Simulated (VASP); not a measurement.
# Ge (I4_1/amd) in VASP: further runs

Runs on Ge. Level: PBEsol. Tasks: relaxation of cell and atoms.

Everything below comes from runs of VASP 6.6.1. Logs are shortened: lines on timing, memory, paths and dates and some standing lists are left out, and cuts for length are marked.

## Step 1: Starting point

Symmetry: I4_1/amd, No. 141, tetragonal system. The conventional cell has a = 5.149 Å, b = 5.149 Å, c = 2.795 Å, α = 90.00°, β = 90.00°, γ = 90.00°. Ge (site symmetry -4m2) is surrounded by 6 Ge at 2.67 to 2.79 Å.

This isn't the form of Ge at room conditions, which is diamond.

## Step 2: Relaxation of cell and atoms, PBEsol, target pressure 13.3 GPa, at which the enthalpy is minimised

INCAR reads:

```
PREC     = Accurate       # precision mode
ENCUT    = 520            # plane-wave cutoff, eV
EDIFF    = 1E-7           # SCF threshold, eV
ISMEAR   = 0              # smearing method
SIGMA    = 0.02           # smearing width, eV
LREAL    = False          # projectors in reciprocal space
LASPH    = True           # aspherical terms in the spheres
NELM     = 60             # most SCF steps
ALGO     = Fast           # electronic algorithm
ISIF     = 3              # what is computed and relaxed
LWAVE    = False          # write WAVECAR
LCHARG   = False          # write CHGCAR
GGA      = PS             # functional
IBRION   = 2              # ionic algorithm
NSW      = 80             # ionic steps
EDIFFG   = -0.002         # ionic threshold
PSTRESS  = 133.0
```

KPOINTS reads:

```
Automatic mesh
0
Gamma
  12 12 12
```

POSCAR reads:

```
Ge
1.0
   -2.5744897200      2.5744897200      1.3974126400
    2.5744897200     -2.5744897200      1.3974126400
    2.5744897200      2.5744897200     -1.3974126400
Ge
2
Direct
    0.2500000000      0.7500000000      0.5000000000
    0.5000000000      0.5000000000      0.0000000000
```

Potentials or basis: VASP PAW PBE potentials, release 64 (Ge).

Launch:

```console
> cat potpaw_PBE.64/Ge/POTCAR > POTCAR
> mpirun -np 1 vasp_std > vasp.out
```

OUTCAR:

```text
PREC = Accurate
   ENCUT = 520
   EDIFF = 1E-7
   ISMEAR = 0
   LREAL = False
   LASPH = True
   NELM = 60
   ISIF = 3
   GGA = PS
   IBRION = 2
   NSW = 80
   EDIFFG = -0.002
   PSTRESS = 133.0

 ion  position               nearest neighbor table
   1  0.250  0.750  0.500-   2 2.67   2 2.67   2 2.67   2 2.67
   2  0.500  0.500  0.000-   1 2.67   1 2.67   1 2.67   1 2.67

  LATTYP: Found a body centered tetragonal cell.
 ALAT       =     5.1489794400
 C/A-ratio  =     0.5427920839

  Lattice vectors:

 A1 = (  -2.5744897200,   2.5744897200,   1.3974126400)
 A2 = (   2.5744897200,  -2.5744897200,   1.3974126400)
 A3 = (   2.5744897200,   2.5744897200,  -1.3974126400)

Analysis of symmetry for initial positions (statically):
=====================================================================
 Subroutine PRICEL returns:
 Original cell was already a primitive cell.

 Routine SETGRP: Setting up the symmetry group for a
 body centered tetragonal supercell.

 Subroutine GETGRP returns: Found 16 space group operations
 (whereof  8 operations were pure point group operations)
 out of a pool of 16 trial point group operations.

The static configuration has the point symmetry D_2d.
 The point group associated with its full space group is D_4h.

Analysis of symmetry for dynamics (positions and initial velocities):
=====================================================================
 Subroutine PRICEL returns:
 Original cell was already a primitive cell.

 Routine SETGRP: Setting up the symmetry group for a
 body centered tetragonal supercell.

 Subroutine GETGRP returns: Found 16 space group operations
 (whereof  8 operations were pure point group operations)
 out of a pool of 16 trial point group operations.

The dynamic configuration has the point symmetry D_2d.
 The point group associated with its full space group is D_4h.

 Subroutine INISYM returns: Found 16 space group operations
 (whereof  8 operations are pure point group operations),
 and found     1 'primitive' translations

----------------------------------------------------------------------------------------

                                     Primitive cell

  volume of cell :      37.0482

  direct lattice vectors                    reciprocal lattice vectors
    -2.574489720  2.574489720  1.397412640     0.000000000  0.194213244  0.357804120
     2.574489720 -2.574489720  1.397412640     0.194213244  0.000000000  0.357804120
     2.574489720  2.574489720 -1.397412640     0.194213244  0.194213244  0.000000000

  length of vectors
     3.899840602  3.899840602  3.899840602     0.407114938  0.407114938  0.274659004

  position of ions in fractional coordinates (direct lattice)
     0.250000000  0.750000000  0.500000000
     0.500000000  0.500000000  0.000000000

  ion indices of the primitive-cell ions
   primitive index   ion index
                 1           1
                 2           2

----------------------------------------------------------------------------------------

 KPOINTS: Automatic mesh

Automatic generation of k-mesh.
 Grid dimensions read from file:
 generate k-points for:   12   12   12

 Generating k-lattice:

  Cartesian coordinates                     Fractional coordinates (reciprocal lattice)
     0.000000000  0.016184437  0.029817010     0.083333333  0.000000000  0.000000000
     0.016184437  0.000000000  0.029817010     0.000000000  0.083333333  0.000000000
     0.016184437  0.016184437  0.000000000     0.000000000  0.000000000  0.083333333

  Length of vectors
     0.033926245  0.033926245  0.022888250

  Shift w.r.t. Gamma in fractional coordinates (k-lattice)
     0.000000000  0.000000000  0.000000000

 Subroutine IBZKPT returns following result:
 ===========================================

 Found    163 irreducible k-points:

 Following reciprocal coordinates:
            Coordinates               Weight
  0.000000  0.000000  0.000000      1.000000
  0.083333  0.000000  0.000000      8.000000
  0.166667  0.000000 -0.000000      8.000000
  0.250000  0.000000 -0.000000      8.000000
  0.333333 -0.000000  0.000000      8.000000
  0.416667  0.000000  0.000000      8.000000
[... 16 lines left out ...]
  0.500000  0.166667 -0.000000     16.000000
 -0.416667  0.166667  0.000000     16.000000
 [... further k-points ...]
   k-points           NKPTS =    163   k-points in BZ     NKDIM =    163   number of bands    NBANDS=      8
   number of dos      NEDOS =    301   number of ions     NIONS =      2
   total plane-waves  NPLWV =  27000
   dimension x,y,z NGX =    30 NGY =   30 NGZ =   30
   dimension x,y,z NGXF=    60 NGYF=   60 NGZF=   60
   ions per type =               2
   NGX,Y,Z   is equivalent  to a cutoff of  12.79, 12.79, 12.79 a.u.
   NGXF,Y,Z  is equivalent  to a cutoff of  25.58, 25.58, 25.58 a.u.
 SYSTEM =  unknown system
   PREC   = accura    normal or accurate (medium, high low for compatibility)
   ISTART =      0    job   : 0-new  1-cont  2-samecut
   ICHARG =      2    charge: 1-file 2-atom 10-const
   ISPIN  =      1    spin polarized calculation?
   LNONCOLLINEAR =      F non collinear calculations
   LSORBIT =      F    spin-orbit coupling
   LASPH  =      T    aspherical Exc in radial PAW
   ENCUT  =  520.0 eV  38.22 Ry    6.18 a.u.   7.25  7.25  7.25*2*pi/ulx,y,z
   NELM   =     60;   NELMIN=  2; NELMDL= -5     # of ELM steps
   EDIFF  = 0.1E-06   stopping-criterion for ELM
   LREAL  =      F    real-space projection
   EDIFFG = -.2E-02   stopping-criterion for IOM
   NSW    =     80    number of steps for IOM
   IBRION =      2    ionic relax: 0-MD 1-quasi-New 2-CG
   NFREE  =      1    steps in history (QN), initial steepest desc. (CG)
   ISIF   =      3    stress and relaxation
   ISYM   =      2    0-nonsym 1-usesym 2-fastsym
   POTIM  = 0.5000    time-step for ionic-motion
   TEBEG  =    0.0;   TEEND  =   0.0 temperature during run
   PSTRESS=  133.0 pullay stress
   NELECT =       8.0000    total number of electrons
   NUPDOWN=      -1.0000    fix difference up-down
   EMIN   =  10.00;   EMAX   =-10.00  energy-range for DOS
   EFERMI =   0.00;   METHOD = LEGACY
   ISMEAR =     0;   SIGMA  =   0.02  broadening in eV -4-tet -1-fermi 0-gaus
   EFERMI_NEDOS =   21; number of points for ismear=-14 and -15
   IALGO  =     68    algorithm
   IMIX   =      4    mixing-type and parameters
     AMIX     =   0.40;   BMIX     =  1.00
     AMIX_MAG =   1.60;   BMIX_MAG =  1.00
  volume/ion in A,a.u.               =      18.52       125.01
  Fermi-wavevector in a.u.,A,eV,Ry     =   0.982161  1.856014 13.124716  0.964639
  Thomas-Fermi vector in A             =   2.113222
   LORBIT       =      0    0 simple, 1 ext, 2 COOP (PROOUT), +10 PAW based schemes
   GGA     = PS    functional components
   LHFCALC =     F    Hartree Fock is set to
   AEXX    =    0.0000 exact exchange contribution
   IVDW    =     0    specifies the selected vdW correction
   LEPSILON=     F    determine dielectric tensor
   LRPA    =     F    only Hartree local field effects (RPA)
 conjugate gradient relaxation of ions
 non-spin polarized calculation
 RMM-DIIS sequential band-by-band and
 Gauss-broadening in eV      SIGMA  =   0.02
  energy-cutoff  :      520.00
  volume of cell :       37.05
 maximum number of plane-waves:      1029
 NGX is ok and might be reduce to    30
   NGX = 15   NGY = 15   NGZ = 15

--------------------------------------- Ionic step        1  -------------------------------------------

 number of electron       7.9999999 magnetization

 Free energy of the ion-electron system (eV)
  ---------------------------------------------------
  ext. energy  EPLUGINS =         0.00000000
  ---------------------------------------------------
  free energy    TOTEN  =        -9.49475883 eV

  energy without entropy =       -9.49446734  energy(sigma->0) =       -9.49461308

------------------------ aborting loop because EDIFF is reached ----------------------------------------

  FORCE on cell =-STRESS in cart. coord.  units (eV):
  Direction    XX          YY          ZZ          XY          YZ          ZX
  --------------------------------------------------------------------------------------
  -------------------------------------------------------------------------------------
  Total       -0.0984480     -0.0984480      0.1873141      0.0000000      0.0000000      0.0000000
  in kB       -4.2574576     -4.2574576      8.1005412      0.0000000      0.0000000      0.0000000
  external PRESSURE =    -133.1381247 kB  Pullay stress =     133.0000000 kB
[... 289 lines left out ...]
  enthalpy is  TOTEN    =        -6.6183615497 eV   P V=        2.7127911905

--------------------------------------- Ionic step        9  -------------------------------------------

 number of electron       8.0000000 magnetization

 Free energy of the ion-electron system (eV)
  ---------------------------------------------------
  ext. energy  EPLUGINS =         0.00000000
  ---------------------------------------------------
  free energy    TOTEN  =        -9.33285714 eV

  energy without entropy =       -9.33265984  energy(sigma->0) =       -9.33275849

 E-fermi :   6.4732     XC(G=0): -10.9380

 val. band max:        6.4541679217   @ k =  -0.1667   0.4167   0.1667
 cond. band min:       6.4808441976   @ k =   0.1667   0.0833  -0.0000
 fundamental gap:      0.0266762759
 Fermi energy:         6.4732240201

 k-point     1 :       0.0000    0.0000    0.0000
  band No.  band energies     occupation
      1      -8.0468      2.00000
      2       2.8009      2.00000
      3       3.6826      2.00000
      4       3.6826      2.00000
      5       9.3318      0.00000
      6      14.8891      0.00000
      7      14.8891      0.00000
      8      15.6072      0.00000
[... 243 lines left out ...]
 k-point    24 :      -0.4167    0.1667    0.0000
  band No.  band energies     occupation
      1      -5.5131      2.00000
      2      -0.6334      2.00000
      3       4.0315      2.00000
      4       6.3647      2.00000
      5       8.6297      0.00000
      6       9.8776      0.00000
      7      10.3598      0.00000
      8      13.4446      0.00000

 [... further k-points ...]

------------------------ aborting loop because EDIFF is reached ----------------------------------------

  FORCE on cell =-STRESS in cart. coord.  units (eV):
  Direction    XX          YY          ZZ          XY          YZ          ZX
  --------------------------------------------------------------------------------------
  -------------------------------------------------------------------------------------
  Total        2.7147685      2.7147685      2.7159018      0.0000000      0.0000000      0.0000000
  in kB      133.0137952    133.0137952    133.0693237      0.0000000      0.0000000      0.0000000
  external PRESSURE =       0.0323047 kB  Pullay stress =     133.0000000 kB
[... 17 lines left out ...]
  FREE ENERGIE OF THE ION-ELECTRON SYSTEM (eV)
  ---------------------------------------------------
  free  energy   TOTEN  =        -9.3328571442 eV

  energy  without entropy=       -9.3326598400  energy(sigma->0) =       -9.33275849

  enthalpy is  TOTEN    =        -6.6183702249 eV   P V=        2.7144869194

 reached required accuracy - stopping structural energy minimisation
```

Run time: 1.8 min. Hardware: 1 thread of Intel Xeon 6975P-C (Granite Rapids), shared host; peak memory 0.22 GiB.

What came out:

```
Free energy                                            : -9.3329 eV
Relaxed volume                                         : 16.35 Å³/atom
Relaxed cell                                           : a = 3.742 Å, b = 3.742 Å, c = 3.742 Å, α = 97.36°, β = 97.36°, γ = 138.05°
Space group after relaxing (to 0.05 Å)                 : I4_1/amd (No. 141)
Energy change on relaxing (the enthalpy is what falls) : +81.0 meV/atom
Ionic steps                                            : 9
Pressure after relaxing                                : 13.3 GPa
Band gap on the k mesh                                 : none (metal or under the smearing width)
```

Step by step:
| step | energy change (eV) | largest force (eV/Å) | pressure (GPa) | volume (Å³) |
| --- | --- | --- | --- | --- |
| 1 | 0.0000 | 0.0000 | -0.01 | 37.05 |
| 2 | 0.6135 | 0.0000 | 31.97 | 29.39 |
| 3 | 0.1543 | 0.0000 | 12.91 | 32.80 |
| 4 | 0.1610 | 0.0000 | 13.25 | 32.72 |
| 5 | 0.1679 | 0.0000 | 13.61 | 32.63 |
| 6 | 0.1563 | 0.0000 | 13.02 | 32.77 |
| 7 | 0.1585 | 0.0000 | 13.12 | 32.74 |
| 8 | 0.1636 | 0.0000 | 13.39 | 32.68 |
| 9 | 0.1619 | 0.0000 | 13.30 | 32.70 |

Final structure:
```
Ge
1.0
    -2.47059    2.47059    1.33933
     2.47059   -2.47059    1.33933
     2.47059    2.47059   -1.33933
Ge
2
Direct
  0.25000 0.75000 0.50000
  0.50000 0.50000 0.00000
```

Levels at points of the mesh, in eV from the Fermi level:
```
           k point  band 2  band 3  band 4  band 5  band 6  band 7
(0.00, 0.00, 0.00)   -3.67   -2.79   -2.79    2.86    8.42    8.42
(0.50, 0.00, 0.00)   -7.06   -2.47   -2.40   -1.67    2.19    3.96
(0.50, 0.50, 0.00)  -11.48    0.51    0.51    2.15    2.15    8.32
(0.50, 0.50, 0.50)   -9.38   -6.88   -6.88    6.68    6.68   12.53
```

Caveat: the cell is relaxed towards a set pressure, so the enthalpy falls and the energy may rise; the PAW data sets were made with another functional, which shifts forces and pressure a little.

## Step 3: Relaxation of cell and atoms, PBEsol, target pressure 13.3 GPa, at which the enthalpy is minimised

This run uses another cell than the first one, of 16.35 Å³/atom, 0.883 times its volume.

INCAR is that of step 2.

KPOINTS is that of step 2.

POSCAR reads:

```
Ge                                      
1.0
   -2.4705851034      2.4705851034      1.3393283641
    2.4705851034     -2.4705851034      1.3393283641
    2.4705851034      2.4705851034     -1.3393283641
  Ge            
     2
Direct
     0.2500000000000000    0.7500000000000000    0.5000000000000000
     0.5000000000000000    0.5000000000000000    0.0000000000000000
```

Potentials or basis: VASP PAW PBE potentials, release 64 (Ge).

Launch:

```console
> cat potpaw_PBE.64/Ge/POTCAR > POTCAR
> mpirun -np 1 vasp_std > vasp.out
```

OUTCAR:

```text
PREC = Accurate
   ENCUT = 520
   EDIFF = 1E-7
   ISMEAR = 0
   LREAL = False
   LASPH = True
   NELM = 60
   ISIF = 3
   GGA = PS
   IBRION = 2
   NSW = 80
   EDIFFG = -0.002
   PSTRESS = 133.0

 ion  position               nearest neighbor table
   1  0.250  0.750  0.500-   2 2.56   2 2.56   2 2.56   2 2.56
   2  0.500  0.500  0.000-   1 2.56   1 2.56   1 2.56   1 2.56

  LATTYP: Found a body centered tetragonal cell.
 ALAT       =     4.9411702068
 C/A-ratio  =     0.5421097870

  Lattice vectors:

 A1 = (  -2.4705851034,   2.4705851034,   1.3393283641)
 A2 = (   2.4705851034,  -2.4705851034,   1.3393283641)
 A3 = (   2.4705851034,   2.4705851034,  -1.3393283641)

Analysis of symmetry for initial positions (statically):
=====================================================================
 Subroutine PRICEL returns:
 Original cell was already a primitive cell.

 Routine SETGRP: Setting up the symmetry group for a
 body centered tetragonal supercell.

 Subroutine GETGRP returns: Found 16 space group operations
[... 175 lines left out ...]
 Fermi energy:         6.4732524699

 k-point     1 :       0.0000    0.0000    0.0000
  band No.  band energies     occupation
      1      -8.0468      2.00000
      2       2.8010      2.00000
      3       3.6826      2.00000
      4       3.6826      2.00000
      5       9.3318      0.00000
      6      14.8892      0.00000
      7      14.8892      0.00000
      8      15.6075      0.00000
[... 243 lines left out ...]
 k-point    24 :      -0.4167    0.1667    0.0000
  band No.  band energies     occupation
      1      -5.5131      2.00000
      2      -0.6334      2.00000
      3       4.0315      2.00000
      4       6.3647      2.00000
      5       8.6297      0.00000
      6       9.8776      0.00000
      7      10.3598      0.00000
      8      13.4447      0.00000

 [... further k-points ...]

------------------------ aborting loop because EDIFF is reached ----------------------------------------

  FORCE on cell =-STRESS in cart. coord.  units (eV):
  Direction    XX          YY          ZZ          XY          YZ          ZX
  --------------------------------------------------------------------------------------
  -------------------------------------------------------------------------------------
  Total        2.7147583      2.7147583      2.7159536      0.0000000      0.0000000      0.0000000
  in kB      133.0132946    133.0132946    133.0718617      0.0000000      0.0000000      0.0000000
  external PRESSURE =       0.0328170 kB  Pullay stress =     133.0000000 kB

 VOLUME and BASIS-vectors are now :
 -----------------------------------------------------------------------------
  energy-cutoff  :      520.00
  volume of cell :       32.70
      direct lattice vectors                 reciprocal lattice vectors
    -2.470585103  2.470585103  1.339328364     0.000000000  0.202381209  0.373321445
     2.470585103 -2.470585103  1.339328364     0.202381209  0.000000000  0.373321445
     2.470585103  2.470585103 -1.339328364     0.202381209  0.202381209  0.000000000

 POSITION                                       TOTAL-FORCE (eV/Angst)
 -----------------------------------------------------------------------------------
      2.47059     -0.00000      0.66966         0.000000     -0.000000      0.000000
      0.00000      0.00000      1.33933        -0.000000      0.000000     -0.000000
 -----------------------------------------------------------------------------------
    total drift:                                0.000000      0.000000      0.000000

  FREE ENERGIE OF THE ION-ELECTRON SYSTEM (eV)
  ---------------------------------------------------
  free  energy   TOTEN  =        -9.3326782610 eV

  energy  without entropy=       -9.3324809805  energy(sigma->0) =       -9.33257962

  enthalpy is  TOTEN    =        -6.6181913416 eV   P V=        2.7144869194

 reached required accuracy - stopping structural energy minimisation
```

CONTCAR:

```text
Ge
   1.00000000000000
    -2.4705851033999999    2.4705851033999999    1.3393283641000000
     2.4705851033999999   -2.4705851033999999    1.3393283641000000
     2.4705851033999999    2.4705851033999999   -1.3393283641000000
  Ge
     2
Direct
     0.2500000000000000    0.7500000000000000    0.5000000000000000
     0.5000000000000000    0.5000000000000000    0.0000000000000000

  0.00000000E+00  0.00000000E+00  0.00000000E+00
  0.00000000E+00  0.00000000E+00  0.00000000E+00
```

Run time: 16 s. Hardware: 1 thread of Intel Xeon 6975P-C (Granite Rapids), shared host; peak memory 0.18 GiB.

What came out:

```yaml
Free_energy: -9.3327 eV
Pressure_after_relaxing: 13.3 GPa
Band_gap_on_the_k_mesh: none (metal or under the smearing width)
```

Final structure:
```yaml
crystal:
  lattice:
    - [-2.47059, 2.47059, 1.33933]
    - [2.47059, -2.47059, 1.33933]
    - [2.47059, 2.47059, -1.33933]
  atoms:
    - { symbol: Ge, position: [0.25000, 0.75000, 0.50000] }
    - { symbol: Ge, position: [0.50000, 0.50000, 0.00000] }
```

Levels at points of the mesh, in eV from the Fermi level:
| k point | band 2 | band 3 | band 4 | band 5 | band 6 | band 7 |
| --- | --- | --- | --- | --- | --- | --- |
| (0.00, 0.00, 0.00) | -3.67 | -2.79 | -2.79 | 2.86 | 8.42 | 8.42 |
| (0.50, 0.00, 0.00) | -7.06 | -2.47 | -2.40 | -1.67 | 2.19 | 3.96 |
| (0.50, 0.50, 0.00) | -11.48 | 0.51 | 0.51 | 2.15 | 2.15 | 8.32 |
| (0.50, 0.50, 0.50) | -9.38 | -6.88 | -6.88 | 6.68 | 6.68 | 12.53 |

Caveat: the relaxation stopped at its first step, so nothing moved; the cell is relaxed towards a set pressure, so the enthalpy falls and the energy may rise; the PAW data sets were made with another functional, which shifts forces and pressure a little.
